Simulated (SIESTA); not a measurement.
HfO2:

```xyz
3
Lattice="0.0000 2.5575 2.5575 2.5575 0.0000 2.5575 2.5575 2.5575 0.0000" Properties=species:S:1:pos:R:3 pbc="T T T"
Hf    0.0000    0.0000    0.0000
O     3.8363    3.8363    3.8363
O     1.2788    1.2788    1.2788
```

Measurements of this composition are mostly on another form, of space group No. 14.

Base run:

| Quantity | Value |
| --- | --- |
| Program | SIESTA 5.4.2 |
| Functional | PBE |
| Potentials or basis | PseudoDojo 0.4 standard (PBE files) |
| Basis | DZP (energy shift 0.002 Ry) |
| Grid cutoff | 800 Ry |
| Energy shift | 0.002 Ry |
| k mesh | 9 × 9 × 9 |
| Occupations | fermi-dirac, width 0.05 eV |
| Spin | no spin polarisation |

Its results: band gap on the k mesh 3.66 eV, indirect (least direct gap 3.82 eV); pressure -1.0 GPa.

**Question.** After a change of settings the same cell gave: band gap on the k mesh 3.62 eV, indirect (least direct gap 3.77 eV); pressure -6.8 GPa. Which change was it?
A. basis from DZP (energy shift 0.002 Ry) to TZDP (energy shift 0.002 Ry)
B. functional from PBE to vdW-DF-cx
C. functional from PBE to RPBE
D. functional from PBE to LDA; potentials or basis from PseudoDojo 0.4 standard (PBE files) to PseudoDojo 0.4 standard (LDA files)

**Answer.** B.

Caveats: semicore shells carry a single zeta, which can move pressures by several GPa and volumes by a few percent; spin-orbit coupling is left out, which moves the levels of the heavy elements; the basis of atomic orbitals isn't converged, which shifts pressures, moduli and gaps; an odd mesh through Γ misses points on the zone boundary, where band edges often lie (some runs); the potentials were made for another functional, which shifts forces and pressure (some runs).

Not every run made on this cell is shown here.
